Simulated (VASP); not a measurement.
Here is a VASP 6.6.1 calculation.

INCAR

```
SYSTEM = Zn
ALGO     = Normal         ! electronic algorithm
DIPOL    = 0.5 0.5 0.500
EDIFF    = 1E-6           ! SCF threshold, eV
EDIFFG   = -0.02          ! ionic threshold
ENCUT    = 600            ! plane-wave cutoff, eV
GGA      = PE             ! functional
IBRION   = 2              ! ionic algorithm
IDIPOL   = 3            
ISIF     = 2              ! what is computed and relaxed
ISMEAR   = -1             ! smearing method
LASPH    = .TRUE.         ! aspherical terms in the spheres
LCHARG   = .FALSE.        ! write CHGCAR
LDIPOL   = .TRUE.       
LREAL    = .FALSE.        ! projectors in reciprocal space
LWAVE    = .FALSE.        ! write WAVECAR
NELM     = 60             ! most SCF steps
NSW      = 40             ! ionic steps
PREC     = Accurate       ! precision mode
SIGMA    = 0.05           ! smearing width, eV
```

Contents of KPOINTS:

```
k-points
0
G
  8 8 1
  0 0 0
```

POSCAR

```
Zn
1.0
    2.6647980532      0.0000000000      0.0000000000
   -1.3323990266      2.3077828100      0.0000000000
    0.0000000000      0.0000000000     29.8401000000
Zn
7
Selective dynamics
Direct
    0.6666666667      0.3333333334      0.2513396403  F F F
    0.3333333333      0.6666666666      0.3342264269  F F F
    0.6666666667      0.3333333334      0.4171132134  F F F
    0.3333333333      0.6666666666      0.5000000000  T T T
    0.6666666667      0.3333333334      0.5828867866  T T T
    0.3333333333      0.6666666666      0.6657735731  T T T
    0.6666666667      0.3333333334      0.7486603597  T T T
```

Potentials or basis: VASP PAW PBE potentials, release 64 (Zn_sv_GW).

Command:

```console
$ cat potpaw_PBE.64/Zn_sv_GW/POTCAR > POTCAR
$ mpirun -np 1 vasp_std > vasp.out
```

Q: What does it give for the energy gained by relaxing?

A: 1.5 meV/atom.

Q: Predict the band gap on the k mesh.

A: None (metal or under the smearing width).

The path:
```tsv
step	energy change (eV)	largest force (eV/Å)	pressure (GPa)
1	0.0000	0.2023	-2.36
2	-0.0025	0.2054	-2.37
3	-0.0075	0.2083	-2.35
4	-0.0055	0.2162	-2.45
5	-0.0086	0.2116	-2.34
6	-0.0085	0.2102	-2.38
7	-0.0085	0.2101	-2.42
8	-0.0086	0.2104	-2.37
9	-0.0092	0.2104	-2.38
10	-0.0102	0.2079	-2.38
```
